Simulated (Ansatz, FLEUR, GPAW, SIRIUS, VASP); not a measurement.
# ZnS: 6 runs at one level of theory

```xyz
2
Lattice="0.0000 2.7020 2.7020 2.7020 0.0000 2.7020 2.7020 2.7020 0.0000" Properties=species:S:1:pos:R:3 pbc="T T T"
Zn    4.0530    4.0530    4.0530
S     0.0000    0.0000    0.0000
```

Alike in all runs: task equation of state; functional PBEsol; k mesh 9 × 9 × 9; occupations fermi-dirac, width 0.05 eV; no spin polarisation; no spin-orbit coupling.

| program and potentials | plane-wave cutoff (eV) | notes | equilibrium volume (Å³/atom) | bulk modulus (GPa) |
| --- | --- | --- | --- | --- |
| Ansatz, all-electron LAPW, scalar-relativistic | - | - | 19.21 | 78.9 |
| FLEUR, all-electron, FLAPW | - | - | ? | ? |
| GPAW, PAW data sets generated for this functional | 600 | - | 19.22 | 79.0 |
| VASP, PBE PAW files S, Zn, 520 eV | 520 | potentials made for PBE | 19.27 | 78.6 |
| SIRIUS, all-electron FP-LAPW, apw+lo standard | - | - | 19.20 | 80.5 |
| SIRIUS, PseudoDojo 0.4.1 PBEsol standard (scalar relativistic) | 1152 | - | 19.20 | 78.9 |

Task: Estimate from the other rows what the run with FLEUR, all-electron, FLAPW gave.

Result: Equilibrium volume 19.21 Å³/atom; bulk modulus 78.8 GPa. The other rows, which needn't bracket it: equilibrium volume 19.20 to 19.27; bulk modulus 78.6 to 80.5.
